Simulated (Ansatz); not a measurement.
# GaP: how the settings move a single-point run

Aim: see which settings change the result for GaP, by how much, and at what cost. The cell is built on a prototype (rocksalt) and needn't be the phase found in nature.

Computed with Ansatz 0.2.0 (reference: DFT, r2SCAN, plane waves, PAW, unless a step's input says otherwise).

6 further runs of the same task are left out: 1 for a known fault of the program, 5 that didn't finish.

## (1) The starting structure

The structure is cubic, space group Fm-3m (No. 225). Conventional cell: a = 5.117 Å, b = 5.117 Å, c = 5.117 Å, α = 90.00°, β = 90.00°, γ = 90.00°. Ga (site symmetry m-3m) is surrounded by 6 P at 2.56 Å. P (site symmetry m-3m) has 6 Ga at 2.56 Å as nearest neighbours.

Coordinates:

```xyz
2
Lattice="0.0000 2.5585 2.5585 2.5585 0.0000 2.5585 2.5585 2.5585 0.0000" Properties=species:S:1:pos:R:3 pbc="T T T"
Ga    0.0000    0.0000    0.0000
P     2.5585    2.5585    2.5585
```

## (2) Reference

The input, input.yaml:

```yaml
crystal:
  lattice:
    - [0.0, 2.5585352627, 2.5585352627]
    - [2.5585352627, 0.0, 2.5585352627]
    - [2.5585352627, 2.5585352627, 0.0]
  atoms:
    - { symbol: Ga, position: [0.0, 0.0, 0.0] }
    - { symbol: P, position: [0.5, 0.5, 0.5] }
kpoints:
  mp_grid: { grid: [6, 6, 6] }
hamiltonian:
  xc: r2scan
scf:
  occupations: { method: fermi_dirac, width: 0.02 }
  n_extra_bands: 4
output:
  forces: true
  stress: true
  eigenvalues: true
  write_density: true
  write_potential: true
  elf: true
  volumetric_format: npy
```

Run with:

```sh
$ ansatz run input.yaml --threads 4 --pin off --max-ram 3686MiB --backend cpu --events-out ev --progress --plain --runs-dir out
```

## (3) Variant: eigensolver.kind dense

input.yaml: that of step 2 with these lines changed.

```diff
@@ -15,2 +15,3 @@
   n_extra_bands: 4
+  eigensolver: { kind: dense }
 output:
@@ -19,5 +20 @@
   eigenvalues: true
-  write_density: true
-  write_potential: true
-  elf: true
-  volumetric_format: npy
```

## (4) Changed: xc mr2scan

input.yaml: that of step 2 with these lines changed.

```diff
@@ -11,3 +11,3 @@
 hamiltonian:
-  xc: r2scan
+  xc: mr2scan
 scf:
@@ -19,5 +19 @@
   eigenvalues: true
-  write_density: true
-  write_potential: true
-  elf: true
-  volumetric_format: npy
```

## (5) Changing settings: xc lda

input.yaml: that of step 2 with these lines changed.

```diff
@@ -11,3 +11,3 @@
 hamiltonian:
-  xc: r2scan
+  xc: lda
 scf:
@@ -19,5 +19 @@
   eigenvalues: true
-  write_density: true
-  write_potential: true
-  elf: true
-  volumetric_format: npy
```

Q: Predict the outcome of this session. Wanted: for each run, ending; energy change; pressure; gap; force.

As calculated:

| run | ending | energy change | pressure (GPa) | gap (eV) | force (eV/Å) | cycles | time |
| --- | --- | --- | --- | --- | --- | --- | --- |
| reference | converged | 0 | 0.2 | 0.00 | 0.00 | 6 | 1.9 s |
| 1: eigensolver.kind dense | converged | 0.0 meV/atom | 0.2 | 0.00 | 0.00 | 6 | 26 s |
| 2: xc mr2scan | converged | not comparable | 0.2 | 0.00 | 0.00 | 6 | 2.6 s |
| 3: xc lda | converged | not comparable | -3.8 | 0.00 | 0.00 | 6 | 1.4 s |

Times don't compare one to one where runs were asked for different outputs or read a saved state (see the inputs); cycles may leave out searches for a lower state.

Residual by cycle in the longest SCF loop of each run; runs are numbered as in the table. The quantity is the density residual dr2, in eV.

| cycle | reference | run 1 | run 2 | run 3 |
| --- | --- | --- | --- | --- |
| 1 | 0.0122 | 0.0106 | 0.0122 | 0.0137 |
| 2 | 6.9e-4 | 8.2e-4 | 6.9e-4 | 0.00162 |
| 3 | 3.4e-4 | 3.3e-4 | 3.4e-4 | 2.5e-4 |
| 4 | 3.2e-5 | 2.8e-5 | 3.2e-5 | 1.5e-5 |
| 5 | 3.9e-7 | 3.4e-7 | 3.9e-7 | 2.8e-7 |
| 6 | 8.4e-9 | 2.6e-8 | 8.4e-9 | 9.3e-9 |

**Reading.** «eigensolver.kind dense» leaves the energy as it was. The pressure spans -3.8 to 0.2 GPa over the reference and the converged variants. Semilocal functionals close small gaps, so the missing gap need not be the real solid's. Of the variants the dearest is «eigensolver.kind dense» (26 s), the cheapest «xc lda» (1.4 s), on a shared host.
